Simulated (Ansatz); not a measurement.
# NiO (F-43m) in Ansatz: reference runs

How does NiO come out in PBE? The cell is run as given and disturbed.

All numbers are computed with Ansatz 0.2.0; they aren't measurements. Logs are shortened: lines on timing, memory, paths and dates and some standing lists are left out, and cuts for length are marked.

### 1 The crystal as given

The structure is cubic, space group F-43m (No. 216). Conventional cell: a = 4.481 Å, b = 4.481 Å, c = 4.481 Å, α = 90.00°, β = 90.00°, γ = 90.00°. Ni (site symmetry -43m) is surrounded by 4 O at 1.94 Å. O (site symmetry -43m) is surrounded by 4 Ni at 1.94 Å.

The cell was built by a generator and needn't be a form met in nature.

### 2 Single point, PBE, collinear spin, ferromagnetic start

File input.yaml:

```yaml
crystal:
  lattice:
    - [0.0, 2.24063, 2.24063]
    - [2.24063, 0.0, 2.24063]
    - [2.24063, 2.24063, 0.0]
  atoms:
    - { symbol: Ni, position: [0.0, 0.0, 0.0], spin: 1.0 }
    - { symbol: O, position: [0.75, 0.75, 0.75] }
hamiltonian:
  xc: pbe
  pseudopotentials: { kind: paw }
magnetization:
  spin_polarized: true
kpoints:
  mp_grid: { grid: [10, 10, 10] }
scf:
  occupations: { method: fermi_dirac, width: 0.05 }
output:
  forces: true
  stress: true
  eigenvalues: true
  write_density: true
  write_potential: true
  elf: true
  volumetric_format: npy
```

Potentials or basis: Ansatz PAW.

Started as:

```console
> ansatz run input.yaml --threads 2 --pin off --max-ram 5632MiB --backend cpu --events-out ev --progress --plain --runs-dir out
```

Output:

```text
Warning: RAYON_NUM_THREADS=2 ignored (pool sized by the plan → 2); use --threads N
Engine: ansatz 0.2.0, x86_64-unknown-linux-gnu
Pseudopotentials: kind: paw
Pseudopotential: Ni, paw, valence charge 18, recommended cutoff 420 eV (normal), Ni.paw.azcp
Pseudopotential: O, paw, valence charge 6, recommended cutoff 420 eV (normal), O.paw.azcp
Functional definition: PBE
  parameter kappa = 0.804
  parameter beta = 0.06672455060314922
  exchange = pbe_x(kappa = kappa, mu = beta*pi^2/3)
  correlation = pbe_c(beta = beta)
Crystal: 2 atoms, lattice volume = 22.498 Å³
Basis set: ecut = 420 eV, 459 PW (Γ), exchange–correlation on 48×48×48 points (8 copies of the dense FFT grid, shifted against one another)
Bands: 17, of which v1, the nominal top of the filled ones, is band 12 counted from 1 (11 counted from 0)
Symmetry: 24 space group operations
Space group: F-43m (ITA 216), of the structure as read, at distance tolerance 2.8e-5 Å
Magnetic group: BNS 216.74 (UNI 1576), of the structure as read, at distance tolerance 2.8e-5 Å
k-points: 47 of 1000 (time reversal used)
Non-local potential: Ni, projectors of the file, l = 0: 3, l = 1: 2, l = 2: 3, l = 3: 1
Non-local potential: O, projectors of the file, l = 0: 2, l = 1: 2, l = 2: 1
PAW form: soft (Blöchl's): semilocal exchange-correlation on the pseudo side does not see the compensation charge
PAW one-centre angular grid: Ni, 590 points (default); XC on 64 Gauss nodes
PAW one-centre angular grid: O, 110 points (default); XC on 64 Gauss nodes
Initial density: superposition of atomic densities (chi_scale 0.1, normalization cell, long waves kept (reshape's long-wave potential 0.00 eV rms))
Starting moments: Σ|m| = 1 μB on 1 of 2 sites
Initial wavefunctions: pseudopotential atomic-orbital guess
Functional: x = pbe(κ = 0.804, μ = 0.2195149727645171), c = pbe(β = 0.06672455060314922)
SCF iter   1: F=—  HF=-6404.789942 eV  |F-HF|=—  |Δ(HF+E_count)|=         —  Δρ=1.36e-1 (↑7.41e-2 ↓1.36e-1)  dr2=7.23e0  dr2_m=2.12e-1  M=0.761 μB ∫|m|=0.761 μB  β_m=0.30  ethr=3.10e-3  ⟨swp⟩=5.7  Hψ=7196  notcnv=0
Mixer restart at iter 1: flushing history
preconditioner: auto → none  [metal: Δε(μ)=0.022 eV  Ē_g=13.260 eV  σ=0.050 eV  W_gap=0.11  n_scr=8 (ndim 8)  ℏωp=31.3 eV  f_vac=0.000  D(μ)=3.19/eV (n_scr^D=58)  sad-step TF]
SCF iter   2: F=—  HF=-6405.473073 eV  |F-HF|=—  |Δ(HF+E_count)|=   6.83e-1  Δρ=6.77e-2 (↑6.77e-2 ↓4.42e-2)  dr2=6.44e-1  dr2_m=5.04e-1  M=1.478 μB ∫|m|=1.480 μB  β_m=0.32  ethr=3.10e-3  ⟨swp⟩=3.0  Hψ=4213  notcnv=0  defer=4
SCF iter   3: F=—  HF=-6405.739141 eV  |F-HF|=—  |Δ(HF+E_count)|=   2.66e-1  Δρ=6.51e-2 (↑5.54e-2 ↓6.51e-2)  dr2=1.20e-1  dr2_m=6.90e-1  M=1.728 μB ∫|m|=1.734 μB  β_m=0.25  ethr=2.68e-3  ⟨swp⟩=2.0  Hψ=2772  notcnv=0  defer=5
SCF iter   4: F=—  HF=-6405.431266 eV  |F-HF|=—  |Δ(HF+E_count)|=         —  Δρ=2.76e-2 (↑2.76e-2 ↓2.64e-2)  dr2=2.63e-1  dr2_m=8.12e-2  M=1.576 μB ∫|m|=1.581 μB  β_m=0.66  ethr=5.00e-4  ⟨swp⟩=2.4  Hψ=2783  notcnv=0  defer=5
Mixer restart at iter 4: flushing history
SCF iter   5: F=—  HF=-6405.769468 eV  |F-HF|=—  |Δ(HF+E_count)|=   3.38e-1  Δρ=6.07e-2 (↑2.90e-2 ↓6.07e-2)  dr2=5.08e-1  dr2_m=2.93e-1  M=1.889 μB ∫|m|=1.902 μB  β_m=0.40  ethr=5.00e-4  ⟨swp⟩=3.1  Hψ=3617  notcnv=0  defer=6  recentre
SCF iter   6: F=—  HF=-6405.688277 eV  |F-HF|=—  |Δ(HF+E_count)|=   8.12e-2  Δρ=2.61e-2 (↑2.61e-2 ↓1.52e-2)  dr2=1.16e-1  dr2_m=5.93e-2  M=1.722 μB ∫|m|=1.731 μB  β_m=0.38  ethr=5.00e-4  ⟨swp⟩=3.0  Hψ=4225  notcnv=0  defer=10
SCF iter   7: F=—  HF=-6405.814259 eV  |F-HF|=—  |Δ(HF+E_count)|=   1.26e-1  Δρ=2.22e-2 (↑7.36e-3 ↓2.22e-2)  dr2=2.79e-2  dr2_m=4.29e-2  M=1.879 μB ∫|m|=1.895 μB  β_m=0.53  ethr=4.85e-4  ⟨swp⟩=2.4  Hψ=3374  notcnv=0  defer=11
SCF iter   8: F=—  HF=-6405.814749 eV  |F-HF|=—  |Δ(HF+E_count)|=   4.90e-4  Δρ=3.08e-3 (↑1.69e-3 ↓3.08e-3)  dr2=3.70e-3  dr2_m=1.94e-4  M=1.937 μB ∫|m|=1.958 μB  β_m=0.59  ethr=1.16e-4  ⟨swp⟩=2.4  Hψ=2897  notcnv=0  defer=11
SCF iter   9: F=—  HF=-6405.817400 eV  |F-HF|=—  |Δ(HF+E_count)|=   2.65e-3  Δρ=1.46e-3 (↑1.06e-3 ↓1.46e-3)  dr2=3.67e-5  dr2_m=3.25e-4  M=1.929 μB ∫|m|=1.949 μB  β_m=0.67  ethr=1.54e-5  ⟨swp⟩=2.1  Hψ=2332  notcnv=0  defer=11
SCF iter  10: F=—  HF=-6405.817449 eV  |F-HF|=—  |Δ(HF+E_count)|=   4.83e-5  Δρ=1.64e-4 (↑1.64e-4 ↓9.97e-5)  dr2=1.69e-5  dr2_m=5.36e-7  M=1.931 μB ∫|m|=1.952 μB  β_m=0.84  ethr=1.53e-7  ⟨swp⟩=2.1  Hψ=2523  notcnv=0  defer=11
SCF iter  11: F=—  HF=-6405.817543 eV  |F-HF|=—  |Δ(HF+E_count)|=   9.46e-5  Δρ=2.58e-4 (↑1.77e-4 ↓2.58e-4)  dr2=2.55e-6  dr2_m=9.35e-6  M=1.931 μB ∫|m|=1.952 μB  β_m=0.89  ethr=7.05e-8  ⟨swp⟩=2.0  Hψ=2332  notcnv=0  defer=11
SCF iter  12: F=—  HF=-6405.817543 eV  |F-HF|=—  |Δ(HF+E_count)|=   7.63e-8  Δρ=1.06e-4 (↑7.25e-5 ↓1.06e-4)  dr2=5.25e-7  dr2_m=1.55e-6  M=1.931 μB ∫|m|=1.952 μB  β_m=0.94  ethr=1.06e-8  ⟨swp⟩=2.0  Hψ=2081  notcnv=0  defer=11
SCF iter  13: F=—  HF=-6405.817543 eV  |F-HF|=—  |Δ(HF+E_count)|=   5.75e-8  Δρ=1.54e-5 (↑1.41e-5 ↓1.54e-5)  dr2=3.01e-9  dr2_m=4.42e-8  M=1.931 μB ∫|m|=1.952 μB  β_m=0.97  ethr=2.19e-9  ⟨swp⟩=2.0  Hψ=2049  notcnv=0  defer=11
SCF iter  14: F=-6405.817543 eV  HF=-6405.817543 eV  |F-HF|=1.23e-10  |Δ(HF+E_count)|=   3.07e-9  Δρ=7.70e-7 (↑1.99e-7 ↓7.70e-7)  dr2=1.75e-10  dr2_m=2.43e-11  M=1.931 μB ∫|m|=1.952 μB  ethr=1.25e-11  ⟨swp⟩=5.1  Hψ=8218  notcnv=0
SCF 1 converged in 14 iterations: F = -6405.817543 eV  dr2 = 1.75e-10
SCF converged after 14 iterations
Magnetization: 1.9314 μB (12.9657 up, 11.0343 down)
Absolute magnetization: 1.9523 μB (∫|ρ↑−ρ↓|, with the PAW one-centre terms)
Spin contamination: 0.0066 ħ² per cell (⟨S²⟩ above its minimum at these occupations)
Per-site moments (μB) at R_I (Å): [(1.4640138073325062, 0.8004325314486297), (0.3691217525492399, 0.8004325314486297)]
Free energy (F): -6405.817543 eV
Harris-Foulkes:  -6405.817543 eV  (|F-HF|=1.23e-10)
Internal energy: -6405.802089 eV  (E = F + TS)
E sigma→0 (E₀):  -6405.809816 eV
Entropy (-TS):   -0.015454 eV (-7.727 meV/atom)
Fermi energy:    10.928207 eV
--- Per-component energies (eV) ---
  E_band       = -414.086982
  E_kinetic    = 450.340720
  E_local      = -4549.397252  (includes V_loc(G=0)·N_el)
  E_nonlocal   = 689.351544
  E_hartree    = 1878.885941
  E_xc         = -155.562837
  E_vxc        = -199.473358  (∫ρ·V_xc dr)
  E_paw        = -1789.263087  (= ΣΔE_a)
  E_vpaw       = -562.682848  (= ΣTr[D̂ρ^β])
  E_aug_tail   = 0.003157  (compensation charges beyond the density's cutoff)
  E_ewald      = -2930.160275
  E_smearing   = -0.015454  (= −TS)
  E_closure    = -0.000000  (closes the sum)
  Σ components = -6405.817543   (vs F -6405.817543, Δ=0.00e0)
--- Forces (eV/Å), atoms counted from 1 ---
  atom   1  Ni     0.00000000    -0.00000000    -0.00000000
  atom   2  O     -0.00000000     0.00000000     0.00000000
  max |Σ_I F_I| component: 9.25e-17 eV/Å
--- Stress (GPa, compression-positive) ---
        0.076310      -0.000000       0.000000
        0.000000       0.076310      -0.000000
        0.000000      -0.000000       0.076310
  P = ⅓ Tr σ = 0.0763 GPa (0.763 kbar)
--- Band table (eV; the first three rows and the last of 94) ---
  k-point 0 ↑: bands = ["-93.6854", "-54.0602", "-54.0602", "-54.0602", "-9.0938", "4.8736", "4.8736", "4.8736", "8.4775", "8.4775", "11.0561", "11.0561", "11.0561", "11.2775", "25.1423", "25.1423", "25.1423"]
  k-point 1 ↑: bands = ["-93.6853", "-54.0615", "-54.0604", "-54.0604", "-9.0338", "4.7275", "4.9099", "4.9099", "8.4587", "8.4587", "10.5846", "10.9965", "10.9965", "11.9400", "24.1661", "25.2311", "25.2311"]
  k-point 2 ↑: bands = ["-93.6851", "-54.0648", "-54.0610", "-54.0610", "-8.8742", "4.4140", "5.0020", "5.0020", "8.4283", "8.4283", "9.9296", "10.8266", "10.8266", "13.0703", "22.2979", "25.3034", "25.3034"]
  k-point 46 ↓: bands = ["-91.8150", "-52.2514", "-52.2480", "-52.2453", "-7.5809", "4.9460", "5.7330", "6.4014", "9.3128", "9.6939", "9.9590", "10.7144", "11.2355", "18.2796", "21.3551", "21.7826", "23.0811"]
```

Wall time 3.8 s (2 threads of Intel Xeon Platinum 8375C at 2.90GHz (Ice Lake), shared host); peak memory 0.38 GiB.

What came out:

| Property | Result |
| --- | --- |
| Free energy | -6405.8175 eV |
| Pressure | 0.1 GPa |
| Band gap on the k mesh | none (metal or under the smearing width) |
| Net moment | 1.93 μB per cell |
| Absolute moment | 1.95 μB per cell |
| Site moments | Ni +1.46; O +0.37 μB |

Caveat: the pressure holds a Pulay correction of +0.6 GPa for the finite cutoff; a cell with one magnetic atom can't hold antiferromagnetic order, which such compounds often take; semilocal functionals often make such compounds metallic where correlation or magnetic order opens a gap, which also shifts bond lengths. With open d or f shells a metallic result of PBE can be an artefact of self-interaction; +U or a hybrid may open a gap.

### 3 Single point, PBE, collinear spin, ferromagnetic start (atoms moved at random, drawn with an rms of 0.05 Å)

File input.yaml:

```yaml
crystal:
  lattice:
    - [0.0, 2.24063, 2.24063]
    - [2.24063, 0.0, 2.24063]
    - [2.24063, 2.24063, 0.0]
  atoms:
    - { symbol: Ni, position: [0.005397, 0.000576, -0.003492], spin: 1.0 }
    - { symbol: O, position: [0.751285, 0.730049, 0.756173] }
hamiltonian:
  xc: pbe
  pseudopotentials: { kind: paw }
magnetization:
  spin_polarized: true
kpoints:
  mp_grid: { grid: [10, 10, 10] }
scf:
  occupations: { method: fermi_dirac, width: 0.05 }
output:
  forces: true
  stress: true
  eigenvalues: true
```

Potentials or basis: Ansatz PAW.

Started as:

```console
> ansatz run input.yaml --threads 2 --pin off --max-ram 5632MiB --backend cpu --events-out ev --progress --plain --runs-dir out
```

Output:

```text
Warning: RAYON_NUM_THREADS=2 ignored (pool sized by the plan → 2); use --threads N
Engine: ansatz 0.2.0, x86_64-unknown-linux-gnu
Pseudopotentials: kind: paw
Pseudopotential: Ni, paw, valence charge 18, recommended cutoff 420 eV (normal), Ni.paw.azcp
Pseudopotential: O, paw, valence charge 6, recommended cutoff 420 eV (normal), O.paw.azcp
Functional definition: PBE
  parameter kappa = 0.804
  parameter beta = 0.06672455060314922
  exchange = pbe_x(kappa = kappa, mu = beta*pi^2/3)
  correlation = pbe_c(beta = beta)
Crystal: 2 atoms, lattice volume = 22.498 Å³
Basis set: ecut = 420 eV, 459 PW (Γ), exchange–correlation on 48×48×48 points (8 copies of the dense FFT grid, shifted against one another)
Bands: 17, of which v1, the nominal top of the filled ones, is band 12 counted from 1 (11 counted from 0)
Symmetry: 1 space group operations
[... 47 lines left out ...]
  E_hartree    = 1879.365957
  E_xc         = -155.574965
  E_vxc        = -199.489486  (∫ρ·V_xc dr)
  E_paw        = -1789.253873  (= ΣΔE_a)
  E_vpaw       = -562.669379  (= ΣTr[D̂ρ^β])
  E_aug_tail   = 0.003093  (compensation charges beyond the density's cutoff)
  E_ewald      = -2929.591275
  E_smearing   = -0.014900  (= −TS)
  E_closure    = -0.000000  (closes the sum)
  Σ components = -6405.803251   (vs F -6405.803251, Δ=0.00e0)
--- Forces (eV/Å), atoms counted from 1 ---
  atom   1  Ni    -0.20374714     0.13980199    -0.41073874
  atom   2  O      0.20374494    -0.13980095     0.41073368
  max |Σ_I F_I| component: 5.07e-6 eV/Å
--- Stress (GPa, compression-positive) ---
        0.457910      -2.904216       0.908665
       -2.904216       0.519874      -1.397494
        0.908664      -1.397496       0.142419
  P = ⅓ Tr σ = 0.3734 GPa (3.734 kbar)
--- Band table (eV; the first three rows and the last of 1008) ---
  k-point 0 ↑: bands = ["-93.6818", "-54.1314", "-54.0428", "-53.9965", "-9.1038", "4.7058", "4.8854", "5.0163", "8.4750", "8.4829", "10.9328", "10.9939", "11.1230", "11.4020", "25.1406", "25.1431", "25.1813"]
  k-point 1 ↑: bands = ["-93.6817", "-54.1317", "-54.0434", "-53.9973", "-9.0443", "4.7119", "4.8135", "4.9958", "8.4580", "8.4677", "10.5445", "10.9521", "11.0861", "11.9577", "24.1460", "25.2153", "25.2894"]
  k-point 2 ↑: bands = ["-93.6815", "-54.1324", "-54.0453", "-53.9991", "-8.8859", "4.4517", "4.8631", "5.0439", "8.4289", "8.4491", "9.9212", "10.8277", "10.8992", "13.0710", "22.2691", "25.2157", "25.4032"]
  k-point 503 ↓: bands = ["-91.8216", "-52.2815", "-52.2454", "-52.2298", "-7.8137", "4.4401", "5.9607", "6.0355", "9.7056", "9.8123", "10.2856", "11.8609", "11.9411", "17.0182", "18.5732", "24.7519", "25.1121"]
```

Run time: 27 s. Hardware: 2 threads of Intel Xeon Platinum 8375C at 2.90GHz (Ice Lake), shared host; peak memory 0.71 GiB.

Results:

```yaml
Free_energy: -6405.8033 eV
Pressure: 0.4 GPa
Largest_force: 0.479 eV/Å
Band_gap_on_the_k_mesh: none (metal or under the smearing width)
Net_moment: 1.92 μB per cell
Absolute_moment: 1.94 μB per cell
Site_moments: Ni +1.44; O +0.36 μB
```

Forces in eV/Å, atoms in the order of the input:
```
Ni  -0.204  0.140 -0.411
O    0.204 -0.140  0.411
```

Levels at points of the mesh, in eV from the Fermi level:
Spin up:
```csv
k point,band 11,band 12,band 13,band 14,band 15,band 16
"(0.00, 0.00, 0.00)",0.01,0.07,0.20,0.48,14.22,14.22
"(0.00, 0.00, -0.50)",-2.32,-0.66,-0.56,5.78,7.18,13.48
"(0.00, -0.50, 0.00)",-2.40,-0.88,-0.81,5.79,7.35,13.66
"(0.00, -0.50, -0.50)",-1.94,-1.82,-1.76,5.31,9.87,11.08
"(-0.50, 0.00, 0.00)",-2.35,-0.77,-0.65,5.79,7.26,13.50
"(-0.50, 0.00, -0.50)",-1.91,-1.85,-1.76,5.31,9.87,11.08
"(-0.50, -0.50, 0.00)",-2.00,-1.77,-1.76,5.32,9.88,11.10
"(-0.50, -0.50, -0.50)",-2.32,-0.61,-0.53,5.78,7.16,13.50
```
Spin down:
```csv
k point,band 9,band 10,band 11,band 12,band 13,band 14
"(0.00, 0.00, 0.00)",-1.37,-1.36,0.62,1.66,1.77,1.88
"(0.00, 0.00, -0.50)",-1.22,-1.10,-0.67,0.89,0.98,6.10
"(0.00, -0.50, 0.00)",-1.19,-1.12,-0.90,0.65,0.70,6.10
"(0.00, -0.50, -0.50)",-1.55,-1.05,-0.74,-0.13,-0.05,5.81
"(-0.50, 0.00, 0.00)",-1.23,-1.09,-0.77,0.77,0.87,6.10
"(-0.50, 0.00, -0.50)",-1.55,-1.05,-0.74,-0.12,-0.07,5.80
"(-0.50, -0.50, 0.00)",-1.56,-1.06,-0.72,-0.18,-0.01,5.82
"(-0.50, -0.50, -0.50)",-1.21,-1.11,-0.63,0.94,1.02,6.10
```

Caveat: the pressure holds a Pulay correction of +0.6 GPa for the finite cutoff; a cell with one magnetic atom can't hold antiferromagnetic order, which such compounds often take; semilocal functionals often make such compounds metallic where correlation or magnetic order opens a gap, which also shifts bond lengths.
